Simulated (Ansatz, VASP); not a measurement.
Fe in VASP and in Ansatz

Contents of INCAR:

```
SYSTEM = Fe
PREC = Accurate
ENCUT = 520
EDIFF = 1E-6
ISMEAR = -1
SIGMA = 0.05
LREAL = .FALSE.
LASPH = .TRUE.
NELM = 150
ALGO = Normal
ISIF = 2
LWAVE = .FALSE.
LCHARG = .TRUE.
ISPIN = 2
MAGMOM = 3
LORBIT = 11
LMAXMIX = 4
GGA = PE
LELF = .TRUE.
LVHAR = .TRUE.
NBANDS = 14
```

KPOINTS

```
Automatic mesh
0
G
  11 11 11
  0 0 0
```

POSCAR

```
Fe
1.0
   -1.5007200000      1.5007200000      1.4430000000
    1.5007200000     -1.5007200000      1.4430000000
    1.5007200000      1.5007200000     -1.4430000000
Fe
1
Direct
    0.0000000000      0.0000000000      0.0000000000
```

File input.yaml:

```yaml
crystal:
  lattice:
    - [-1.50072, 1.50072, 1.443]
    - [1.50072, -1.50072, 1.443]
    - [1.50072, 1.50072, -1.443]
  atoms:
    - { symbol: Fe, position: [0.0, 0.0, 0.0], spin: 3.0 }
hamiltonian:
  xc: pbe
  pseudopotentials: { kind: paw }
magnetization:
  spin_polarized: true
kpoints:
  mp_grid: { grid: [11, 11, 11] }
  band_path:
    path:
      - [[0.0, 0.0, 0.0], [0.0, 0.0, 0.5], [-0.5, 0.5, 0.5], [0.0, 0.0, 0.0], [0.4811390533, 0.4811390533, -0.4811390533], [0.25, 0.25, 0.25], [0.0, 0.5, 0.0], [-0.4811390533, 0.5188609467, 0.4811390533], [-0.5, 0.5, 0.5]]
      - [[0.0, 0.0, 0.5], [0.25, 0.25, 0.25]]
    npoints: 14
scf:
  occupations: { method: fermi_dirac, width: 0.05 }
  n_extra_bands: 6
output:
  forces: true
  stress: true
  eigenvalues: true
  fatbands: false
```

Alike in both runs: functional PBE; k mesh 11 × 11 × 11; occupations fermi-dirac, width 0.05 eV; collinear spin.

|  | VASP | Ansatz |
| --- | --- | --- |
| version | VASP 6.6.1 | Ansatz 0.2.0 |
| potentials or method | VASP PAW PBE potentials, release 64 (Fe) | Ansatz PAW |
| plane-wave cutoff (eV) | 520 | 420 |
| valence electrons in the cell | 8 | 16 |
| task | single point | band structure |

|  | VASP | Ansatz | Ansatz less VASP |
| --- | --- | --- | --- |
| gap on the k mesh at the Fermi level (eV) | none | none | - |
| pressure (GPa) | -14.4 | -14.4 | 0.00 |
| largest component of the traceless stress (GPa) | 1.01 | 0.93 | -0.084 |
| net moment per atom (μB) | 2.59 | 2.58 | -0.007 |
| size of the moment on the site where the two differ most (μB) | 2.62 | 2.66 | +0.040 |

Site moments also hang on the region over which each program counts them. A gap of «none» marks a metal or a gap that the smearing closes. With one functional, cell and mesh, what is left measures potentials, basis and numerics. The two sets of potentials don't hold the same shells in valence.
